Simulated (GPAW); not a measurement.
Ta:

```
Ta
1.0
    -1.65128    1.65128    1.65128
     1.65128   -1.65128    1.65128
     1.65128    1.65128   -1.65128
Ta
1
Direct
  0.00000 0.00000 0.00000
```

A sound run:

```yaml
Program: GPAW 26.7.0
Task: single point
Functional: PBE
Potentials_or_basis: GPAW PAW data sets (gpaw-data 1.2.1)
Cutoff: 600 eV
Basis: pw
k_mesh: 14 × 14 × 14
Occupations: fermi-dirac, width 0.05 eV
Spin: no spin polarisation
```

It gives pressure 3.3 GPa; band gap on the k mesh none (metal or under the smearing width).

What do these careless settings give instead: cutoff 300 eV in place of 600 eV; k mesh 11 × 11 × 11 in place of 14 × 14 × 14?

Pressure 0.5 GPa; band gap on the k mesh none (metal or under the smearing width). The run converged, but these numbers show the error of the settings and aren't properties of the crystal.
